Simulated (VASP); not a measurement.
# GaP: relaxation of the cell, by functional

GaP, F-43m (no. 216), 2 atoms in the cell.

| Functional | Volume (A^3) | Pressure left (GPa) | Ionic steps | SCF steps in all | Time (s) |
|---|---|---|---|---|---|
| xPBE | 42.276 | 0.00 | 3 | 32 | 17 |
| Slater-GL | 38.550 | -0.05 | 3 | 29 | 14 |
| Slater-PZ | 39.229 | -0.03 | 3 | 29 | 16 |

## Input of the first row

INCAR:
```
PREC = Accurate
ENCUT = 600
EDIFF = 1E-7
ISMEAR = 0
SIGMA = 0.02
LREAL = F
LASPH = T
ALGO = Normal
NELM = 100
ISIF = 3
LWAVE = F
LCHARG = F
IBRION = 2
NSW = 40
EDIFFG = -0.01
GGA_COMPAT = F
GGA = LIBXC
LIBXC1 = GGA_X_XPBE
LIBXC2 = GGA_C_XPBE
```

KPOINTS:
```
k-points
0
Gamma
  7 7 7
```

POSCAR:
```
GaP
1.0
    0.0000000000      2.7252500000      2.7252500000
    2.7252500000      0.0000000000      2.7252500000
    2.7252500000      2.7252500000      0.0000000000
Ga P
1 1
Direct
    0.0000000000      0.0000000000      0.0000000000
    0.7500000000      0.7500000000      0.7500000000
```

Commands:
```
cat potpaw_PBE.64/Ga_d/POTCAR potpaw_PBE.64/P/POTCAR > POTCAR
mpirun -np 1 vasp_std > vasp.out
```

Changes of the last row against the first:
```
- LIBXC1 = GGA_X_XPBE
- LIBXC2 = GGA_C_XPBE
+ LIBXC1 = LDA_X
+ LIBXC2 = LDA_C_PZ
```

VASP 6.6.1 took 17 s on 1 core (Intel Xeon 6975P-C (Granite Rapids)), a shared host.
